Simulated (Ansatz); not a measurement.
## Run times of several calculations on SiO2

Cell: 6 atoms, space group I-42d, a = 5.063 Å, b = 5.063 Å, c = 5.063 Å, α = 121.42°, β = 121.42°, γ = 87.56°.

All runs are DFT with Ansatz 0.2.0 on 1 thread of Arm Neoverse V1 (aarch64; 8 cores open to the job, memory cap 3.0 GiB, no GPU), a shared host.

Task: Rank the runs by wall time, shortest first.
A. dielectric tensor by linear response, PBE, 420 eV, 5×5×5 k-points, fixed occupations
B. core holes on 2 sites, PBE, 420 eV, 4×4×4 k-points, fixed occupations, 24 atoms
C. single point, PBE, 420 eV, 5×5×5 k-points, smearing 0.02 eV

Result: C (6 s, 0.32 GiB), A (72 s, 0.68 GiB), B (7.9 min, 1.4 GiB).
